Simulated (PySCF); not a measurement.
Order these species by their calculated properties.

Species are written as SMILES; each is one conformer at its optimised geometry, gas phase, non-relativistic unless stated; the electronic structure was computed with PySCF and density fitting.

The conformers computed, where there is a choice (atom-mapped SMILES and torsion angles):
- `[CH3:1][GeH2:2][PH2:3]`: H–P3–Ge2–C1 72°, H–P3–Ge2–C1 166°
- `[N:1]#[C:2]/[CH:3]=[CH:4]\[CH:5]=[S:6]`: C3–C4–C5–S6 -179°
- `[CH3:1][O:2][C:3]=[O:4]`: C1–O2–C3–O4 0°
- `[CH2:1][O:2][CH:3]=[O:4]`: C1–O2–C3–O4 0°

(1) Rank by smallest rotational constant, highest first (PBE0-D3(BJ)/def2-SVP).
A. `CC(=O)[O-]`
B. `N#C/C=C\C=S`
C. `[F][Cr-2]([F])([F])[F]` [quintet]
D. `[CH3][GeH2][PH2]`

(2) By how much do the two ends of that ranking differ?

(3) Rank by dipole moment, highest first (PBE0-D3(BJ)/def2-SVP).
A. `N#C/C=C\C=S`
B. `[F][Cr]([F])([F])[F]` [triplet]
C. `c1(=O)c(c1)Cl`
D. `CO[C]=O` [radical]
E. `[CH2]OC=O` [radical]

## Answers

(1) A (5.531 GHz), D (2.452 GHz), C (1.768 GHz), B (1.146 GHz).

(2) By 4.385 GHz, between `CC(=O)[O-]` and `N#C/C=C\C=S`.

(3) C (3.40 D), A (2.93 D), D (2.67 D), E (1.62 D), B (0.00 D).
